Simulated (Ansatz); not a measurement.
KCl in the zincblende structure, relaxed with r2SCAN: it is cubic, F-43m (No. 216); a = 7.015 Å in the conventional setting, 43.14 Å³ an atom. K has 4 Cl at 3.04 Å; Cl has 4 K at 3.04 Å. One-shot G0W0@PBE in Ansatz 0.2.0 on a 4×4×4 mesh (contour deformation, no spin-orbit coupling), from a PBE gap of 4.775 eV over the mesh points (the G0W0 gap is indirect on the mesh); the number N of bands summed and the screening cutoff rise together. Spin-unpolarised throughout. Whether this structure exists isn't addressed.

```tsv
N	cutoff (eV)	1000/N	G0W0 gap (eV)
148	80	6.757	7.593
332	140	3.012	7.783
```

Lay a straight line in 1000/N through these rows.
The slope is -0.0507 eV per unit of 1000/N and the intercept 7.936 eV.

Predict the gap at N = 604 (210 eV).
7.936 + (-0.0507) × 1.656 = 7.852 eV; the run gives 7.885 eV, +0.033 eV from the line.

With that run's result added, what limit do the last two rows suggest?
Their slope is (7.885 − 7.783)/(1.656 − 3.012) = -0.0752, which meets 1/N = 0 at 8.01 eV, against 7.936 eV from the first line. The slope steepens, so 1/N isn't yet asymptotic and the true limit probably lies higher still; the k mesh isn't extrapolated.
